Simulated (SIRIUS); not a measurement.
# Ga under changes of volume

One of the cells (17.718 Å³/atom); the others are scaled copies at fixed shape and fractional positions:

```
CELL_PARAMETERS angstrom
-1.38440 1.38440 2.31122
1.38440 -1.38440 2.31122
1.38440 1.38440 -2.31122
ATOMIC_POSITIONS crystal
Ga 0.00000 0.00000 0.00000
```

This isn't the form of Ga at room conditions, which is orthorhombic.

* Program: SIRIUS 7.10.0
* Functional: PBEsol
* Potentials or basis: PseudoDojo 0.4.1 PBEsol standard (scalar relativistic)
* Cutoff: 1102 eV
* Density cutoff: 4408 eV
* k mesh: 13 × 13 × 13
* Occupations: fermi-dirac, width 0.05 eV
* Spin: no spin polarisation

```csv
volume (Å³/atom),energy over the lowest point (meV/atom),pressure (GPa)
16.655,12.62,4.2
17.010,5.01,2.6
17.364,0.94,1.1
17.718,0.00,-0.2
18.073,1.85,-1.4
18.427,?,?
18.781,12.48,-3.3
```

Question: What does the run at 18.427 Å³/atom give?

Answer: Energy over the lowest point 6.12 meV/atom; pressure -2.4 GPa.

Worked out: A Birch-Murnaghan fit of order 3 (a polynomial in V^(-2/3)) to the other rows has its minimum at 17.65 Å³/atom with B0 = V·E''(V) = 63 GPa and B' = 5.3 at fixed shape and positions, which overstates the stiffness. It gives 6.09 meV/atom at 18.427 Å³/atom, against the run's 6.12, and -dE/dV = -2.4 GPa, against -2.4.

Energies are extrapolated to zero smearing.
